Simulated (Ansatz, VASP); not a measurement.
# B7P: VASP beside Ansatz

```
B P
1.0
     3.12612    0.01363   -0.03998
     1.49307    4.09872   -0.13497
     0.30796    1.22531    5.28137
B P
7 1
Direct
  0.23374 0.34104 0.83556
  0.64268 0.52836 0.86984
  0.53688 0.90355 0.96323
  0.93818 0.44300 0.55579
  0.35108 0.64066 0.56177
  0.42244 0.03628 0.61879
  0.91980 0.06051 0.47552
  0.95522 0.04659 0.11949
```

Change from the starting cell: the structure that the rattled cell fell into.

Alike in both runs: functional PBE; k mesh 6 × 4 × 4; occupations gaussian, width 0.1 eV; no spin polarisation.

Ansatz relaxed the structure, and its values are those at the end. VASP's run is a single point on that final structure, the one shown.

|  | VASP | Ansatz |
| --- | --- | --- |
| version | VASP 6.6.1 | Ansatz 0.2.0 |
| potentials or method | VASP PAW PBE potentials, release 64 (B, P) | scalar-relativistic, plane waves, PAW |
| plane-wave cutoff (eV) | 520 | 420 |
| valence electrons in the cell | 26 | 26 |

```tsv
	VASP	Ansatz	Ansatz less VASP
gap on the k mesh at the Fermi level (eV)	none	none	-
pressure (GPa)	-0.2	-0.1	+0.08
rms of the force components (eV/Å)	0.008	0.006	-0.0024
```

A gap of «none» marks a metal or a gap that the smearing closes.

Caveats: the k mesh is coarse (spacing up to 0.39 Å⁻¹), so the values aren't converged.
